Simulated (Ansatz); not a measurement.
# BaZrS3: the cost of one run

Computed with Ansatz 0.2.0 (DFT PBEsol, scalar-relativistic, plane waves, PAW, and further levels as typed in the inputs, unless a step's input says otherwise).

## (1) The starting structure

Symmetry: Pnma, No. 62, orthorhombic system. Conventional cell: a = 7.134 Å, b = 10.042 Å, c = 7.064 Å, α = 90.00°, β = 90.00°, γ = 90.00°. Ba (site symmetry m) has 8 S at 3.18 to 3.46 Å as nearest neighbours. Zr (site symmetry -1) has 6 S at 2.55 to 2.56 Å as nearest neighbours. S (site symmetry m) has 2 Zr at 2.55 Å and 2 Ba at 3.18 to 3.26 Å as nearest neighbours. S (site symmetry 1) is surrounded by 2 Zr at 2.55 to 2.56 Å and 3 Ba at 3.20 to 3.46 Å.

As a file:

```cif
data_structure
_symmetry_space_group_name_H-M 'P 1'
_symmetry_Int_Tables_number 1
_cell_length_a 7.1345
_cell_length_b 10.0418
_cell_length_c 7.0636
_cell_angle_alpha 90.000
_cell_angle_beta 90.000
_cell_angle_gamma 90.000
_cell_volume 506.06
loop_
_atom_site_label
_atom_site_type_symbol
_atom_site_fract_x
_atom_site_fract_y
_atom_site_fract_z
_atom_site_occupancy
Ba1 Ba 0.04303 0.25000 0.00875 1
Ba2 Ba 0.45697 0.75000 0.50875 1
Ba3 Ba 0.54303 0.25000 0.49125 1
Ba4 Ba 0.95697 0.75000 0.99125 1
Zr1 Zr 0.00000 0.00000 0.50000 1
Zr2 Zr 0.50000 0.00000 0.00000 1
Zr3 Zr 0.50000 0.50000 0.00000 1
Zr4 Zr 0.00000 0.50000 0.50000 1
S1 S 0.99416 0.25000 0.56090 1
S2 S 0.50584 0.75000 0.06090 1
S3 S 0.49416 0.25000 0.93910 1
S4 S 0.00584 0.75000 0.43910 1
S5 S 0.21326 0.96818 0.78662 1
S6 S 0.28674 0.03182 0.28662 1
S7 S 0.71326 0.53182 0.71338 1
S8 S 0.78674 0.46818 0.21338 1
S9 S 0.78674 0.03182 0.21338 1
S10 S 0.71326 0.96818 0.71338 1
S11 S 0.28674 0.46818 0.28662 1
S12 S 0.21326 0.53182 0.78662 1
```

The structure rests on an entry of the Materials Project (structure only); cell or positions may have been set otherwise for this series.

## (2) Relaxing cell and atoms: BaZrS3, no spin

input.yaml reads:

```yaml
crystal:
  lattice:
    - [7.13448881, 0.0, 0.0]
    - [0.0, 10.04182376, 0.0]
    - [0.0, 0.0, 7.0635613]
  atoms:
    - { symbol: Ba, position: [0.04302725, 0.25, 0.00875008] }
    - { symbol: Ba, position: [0.45697275, 0.75, 0.50875008] }
    - { symbol: Ba, position: [0.54302725, 0.25, 0.49124992] }
    - { symbol: Ba, position: [0.95697275, 0.75, 0.99124992] }
    - { symbol: Zr, position: [0.0, 0.0, 0.5] }
    - { symbol: Zr, position: [0.5, 0.0, 0.0] }
    - { symbol: Zr, position: [0.5, 0.5, 0.0] }
    - { symbol: Zr, position: [0.0, 0.5, 0.5] }
    - { symbol: S, position: [0.99415816, 0.25, 0.56089726] }
    - { symbol: S, position: [0.50584184, 0.75, 0.06089726] }
    - { symbol: S, position: [0.49415816, 0.25, 0.93910274] }
    - { symbol: S, position: [0.00584184, 0.75, 0.43910274] }
    - { symbol: S, position: [0.21325579, 0.96817857, 0.78661805] }
    - { symbol: S, position: [0.28674421, 0.03182143, 0.28661805] }
    - { symbol: S, position: [0.71325579, 0.53182143, 0.71338195] }
    - { symbol: S, position: [0.78674421, 0.46817857, 0.21338195] }
    - { symbol: S, position: [0.78674421, 0.03182143, 0.21338195] }
    - { symbol: S, position: [0.71325579, 0.96817857, 0.71338195] }
    - { symbol: S, position: [0.28674421, 0.46817857, 0.28661805] }
    - { symbol: S, position: [0.21325579, 0.53182143, 0.78661805] }
scf:
  occupations: { method: fixed }
output:
  forces: true
  stress: true
  eigenvalues: true
  write_density: true
  write_potential: true
  elf: true
  volumetric_format: npy
kpoints:
  mp_grid: { grid: [4, 4, 4] }
hamiltonian:
  xc: pbesol
relax:
  f_tol: 0.005
  max_steps: 60
  cell: { stress_tol: 0.03 }
```

Command:

```console
> ansatz run input.yaml --threads 8 --pin off --max-ram 16384MiB --backend cpu --events-out ev --progress --plain --runs-dir out
```

Q: Estimate wall time and peak memory on 8 threads of Intel Xeon 6975P-C (Granite Rapids), shared host.

About 65 s, with a peak of 3.1 GiB.
